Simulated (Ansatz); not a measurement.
# Ni3Ge: the cost of one run

Computed with Ansatz 0.2.0 (DFT r2SCAN, scalar-relativistic, plane waves, PAW, unless a step's input says otherwise).

1 further run of the same task is left out (set aside as unsound or not needed).

## 1. The starting structure

Symmetry: Pm-3m, No. 221, cubic system. The conventional cell has a = 3.533 Å, b = 3.533 Å, c = 3.533 Å, α = 90.00°, β = 90.00°, γ = 90.00°. Ni (site symmetry 4/mmm) has 8 Ni at 2.50 Å and 4 Ge at 2.50 Å as nearest neighbours. Ge (site symmetry m-3m) has 12 Ni at 2.50 Å as nearest neighbours.

As a file:

```
Ni Ge
1.0
     3.53262    0.00000    0.00000
     0.00000    3.53262    0.00000
     0.00000    0.00000    3.53262
Ni Ge
3 1
Direct
  0.50000 0.00000 0.50000
  0.00000 0.50000 0.50000
  0.50000 0.50000 0.00000
  0.00000 0.00000 0.00000
```

It goes back to an entry of the Materials Project, which need not be the stable form.

It is the result of an earlier relaxation at this level (volume 11.02 Å³/atom; gap on the mesh: none (metal)).

## 2. Electronic structure at the relaxed geometry

File input.yaml:

```yaml
crystal:
  lattice:
    - [3.5326168956, 0.0, 0.0]
    - [0.0, 3.5326168956, 0.0]
    - [0.0, 0.0, 3.5326168956]
  atoms:
    - { symbol: Ni, position: [0.5, 0.0, 0.5] }
    - { symbol: Ni, position: [0.0, 0.5, 0.5] }
    - { symbol: Ni, position: [0.5, 0.5, 0.0] }
    - { symbol: Ge, position: [0.0, 0.0, 0.0] }
basis:
  ecutwfc: 500
kpoints:
  mp_grid: { grid: [12, 12, 12] }
  band_path:
    path:
      - [[0.0, 0.0, 0.0], [0.0, 0.5, 0.0], [0.5, 0.5, 0.0], [0.0, 0.0, 0.0], [0.5, 0.5, 0.5], [0.0, 0.5, 0.0]]
      - [[0.5, 0.5, 0.5], [0.5, 0.5, 0.0]]
    npoints: 14
hamiltonian:
  xc: r2scan
scf:
  occupations: { method: gaussian, width: 0.1 }
  n_extra_bands: 10
output:
  forces: true
  stress: true
  eigenvalues: true
  populations: true
  dos: { projected: true, de: 0.02, nscf_kmesh: { grid: [18, 18, 18] } }
  bader: true
  write_density: true
  write_potential: true
  elf: true
  volumetric_format: npy
```

Started as:

```console
$ ansatz run input.yaml --threads 1 --pin off --max-ram 2560MiB --backend cpu --events-out ev --progress --plain --runs-dir out
```

What time and memory should one allow on 1 thread of AMD EPYC (Zen 3), shared host?

About 3.1 min, with a peak of 0.64 GiB.
